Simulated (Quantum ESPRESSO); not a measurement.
Crystal: GaN.

```
CELL_PARAMETERS angstrom
3.18000 0.00000 0.00000
-1.59000 2.75396 0.00000
0.00000 0.00000 5.16600
ATOMIC_POSITIONS crystal
Ga 0.66667 0.33333 0.50000
Ga 0.33333 0.66667 0.00000
N 0.66667 0.33333 0.87500
N 0.33333 0.66667 0.37500
```

```yaml
Program: Quantum ESPRESSO 7.5
Task: Wannier functions
Functional: PBE
Potentials_or_basis: GBRV 1.5 PBE
Cutoff: 762 eV
Density_cutoff: 6095 eV
k_mesh: 8 × 8 × 4
Occupations: fermi-dirac, width 0.05 eV
Spin: no spin polarisation
Mixing_beta: 0.5
Most_SCF_iterations: 120
SCF_threshold: 8e-10 Ry
k_mesh_for_the_Wannier_functions: 6 × 6 × 3
```

Start: SCDM with an erfc weight, μ = 3.0 eV over the reference level, σ = 1.0 eV, one function for each orbital of the shells Ga spd, N sp; the lowest 6 bands are left out. The reference level is the Fermi level, or the middle of the gap.

Task: With SCDM with an erfc weight, how many functions result, how localised are they, and how well do they interpolate the bands?

Result: 26 functions with spreads from 0.25 to 3.54 Å², 34.4 Å² in all; they miss the direct bands by 17 meV (root mean square).

Wannier functions:
| function | nearest atom | distance (Å) | spread (Å²) | on-site energy from the reference level (eV) |
| --- | --- | --- | --- | --- |
| 1 | 3 N | 0.35 | 0.83 | -4.07 |
| 2 | 4 N | 0.35 | 0.83 | -4.05 |
| 3 | 4 N | 0.35 | 0.82 | -4.08 |
| 4 | 3 N | 0.35 | 0.84 | -4.00 |
| 5 | 4 N | 0.35 | 0.84 | -4.01 |
| 6 | 3 N | 0.36 | 0.74 | -4.33 |
| 7 | 2 Ga | 0.01 | 0.25 | -13.91 |
| 8 | 1 Ga | 0.01 | 0.25 | -13.97 |
| 9 | 2 Ga | 0.01 | 0.25 | -13.92 |
| 10 | 1 Ga | 0.01 | 0.25 | -13.93 |
| 11 | 1 Ga | 0.01 | 0.27 | -13.71 |
| 12 | 2 Ga | 0.01 | 0.26 | -13.75 |
| 13 | 1 Ga | 0.81 | 3.22 | 4.56 |
| 14 | 2 Ga | 0.85 | 3.03 | 4.40 |
| 15 | 1 Ga | 0.82 | 2.88 | 4.33 |
| 16 | 2 Ga | 0.01 | 0.27 | -13.73 |
| 17 | 4 N | 0.36 | 0.73 | -4.32 |
| 18 | 1 Ga | 0.01 | 0.27 | -13.63 |
| 19 | 2 Ga | 0.01 | 0.27 | -13.62 |
| 20 | 3 N | 0.35 | 0.82 | -4.14 |
| 21 | 1 Ga | 1.21 | 3.26 | 4.79 |
| 22 | 1 Ga | 0.86 | 3.12 | 4.59 |
| 23 | 2 Ga | 0.82 | 2.95 | 4.36 |
| 24 | 2 Ga | 1.22 | 3.26 | 4.81 |
| 25 | 1 Ga | 0.01 | 0.28 | -13.64 |
| 26 | 2 Ga | 0.84 | 3.54 | 4.93 |

Parts of the spread (Å²): invariant 22.42, diagonal 0.653, off-diagonal 11.27, total 34.35. Against the direct bands the interpolation misses by 17 meV (root mean square) and 100 meV at most, for states up to 1 eV over the reference level.
